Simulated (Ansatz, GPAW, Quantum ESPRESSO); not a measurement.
# WC: programs and potentials compared

```
CELL_PARAMETERS angstrom
0.00000 2.19268 2.19268
2.19268 0.00000 2.19268
2.19268 2.19268 0.00000
ATOMIC_POSITIONS crystal
W 0.00000 0.00000 0.00000
C 0.50000 0.50000 0.50000
```

The cell is a database's computed one, not the measured one.

Alike in all runs: task band structure; functional LDA; k mesh 10 × 10 × 10; occupations fermi-dirac, width 0.05 eV; no spin polarisation; no spin-orbit coupling. LDA stands for any of its common fits. Pressure is positive in compression and, in plane waves, holds the error of the finite cutoff.

```csv
program and potentials,plane-wave cutoff (eV),notes,pressure (GPa)
"GPAW, the program's PAW data sets (release 1.2.1) made for this functional",800,-,-17.87
"Ansatz, all-electron LAPW, scalar-relativistic",-,-,-16.10
"Quantum ESPRESSO, GBRV 1.5 LDA",762,-,-15.11
```

The pressure spans -17.87 (GPAW, the program's PAW data sets (release 1.2.1) made for this functional) to -15.11 GPa (Quantum ESPRESSO, GBRV 1.5 LDA), with all-electron results at -16.10. The cell lies far from this level's equilibrium.

The functional is the same throughout but for its coding, so the spread measures potentials, basis and numerics; runs on potential files found faulty are left out.

All three runs put the rock-salt cell under tension, so LDA would contract it. This is the expected sign if the database cell was relaxed with a gradient-corrected functional, as is probable, since LDA usually binds more strongly and gives shorter lattice constants. The size of the pressure also reflects the stiffness of the carbide: strong covalent W 5d–C 2p bonding, together with metallic W–W bonding, gives a high bulk modulus, so even a modest mismatch in lattice constant produces a large stress.

The two plane-wave results fall on opposite sides of the all-electron value, with GBRV the closer. An incomplete plane-wave basis normally biases the stress towards tension, which might contribute to the GPAW offset but cannot explain the opposite one. The disagreement therefore leaves the direction of the relaxation secure, but not its exact extent. Nor does the tension bear on the preference of stoichiometric WC for its well-known hexagonal structure over rock salt, which is a matter of relative energies.
